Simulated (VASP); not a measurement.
Crystal: TaSi2.

```
CELL_PARAMETERS angstrom
4.78000 0.00000 0.00000
-2.39000 4.13960 0.00000
0.00000 0.00000 6.56400
ATOMIC_POSITIONS crystal
Ta 0.00000 0.50000 0.16667
Ta 0.50000 0.50000 0.83333
Ta 0.50000 0.00000 0.50000
Si 0.33330 0.16665 0.16667
Si 0.16665 0.83335 0.83333
Si 0.83335 0.66670 0.50000
Si 0.66670 0.83335 0.16667
Si 0.83335 0.16665 0.83333
Si 0.16665 0.33330 0.50000
```

* Program: VASP 6.6.1
* Task: relaxation of cell and atoms
* Functional: PBE
* Potentials or basis: VASP PAW PBE potentials, release 54 (Ta, Si)
* Cutoff: 600 eV
* k mesh: 5 × 5 × 3
* Occupations: fermi-dirac, width 0.05 eV
* Spin: no spin polarisation

At the start: pressure 3.6 GPa; volume 14.43 Å³/atom.

Problem. Where does the relaxation end?

Solution. Over 7 steps the energy falls by 20.2 meV/atom and the volume is 14.66 Å³/atom (+1.6 %); space group P6_222 (No. 180, to 0.05 Å).

The path:
```csv
step,energy change (eV),largest force (eV/Å),pressure (GPa),volume (Å³)
1,0.0000,0.7998,3.61,129.88
2,-0.0685,0.2576,-5.70,136.09
3,-0.1035,0.4501,-2.51,133.76
4,-0.1757,0.0613,-0.21,131.99
5,-0.1771,0.0052,0.20,131.72
6,-0.1813,0.0002,0.14,131.93
7,-0.1814,0.0002,0.10,131.90
```

Final structure:
```
Ta Si
1.0
     4.81154    0.00000    0.00000
    -2.40577    4.16692    0.00000
     0.00000    0.00000    6.57868
Ta Si
3 6
Direct
  0.00000 0.50000 0.16667
  0.50000 0.50000 0.83333
  0.50000 0.00000 0.50000
  0.31734 0.15867 0.16667
  0.15867 0.84133 0.83333
  0.84133 0.68266 0.50000
  0.68266 0.84133 0.16667
  0.84133 0.15867 0.83333
  0.15867 0.31734 0.50000
```
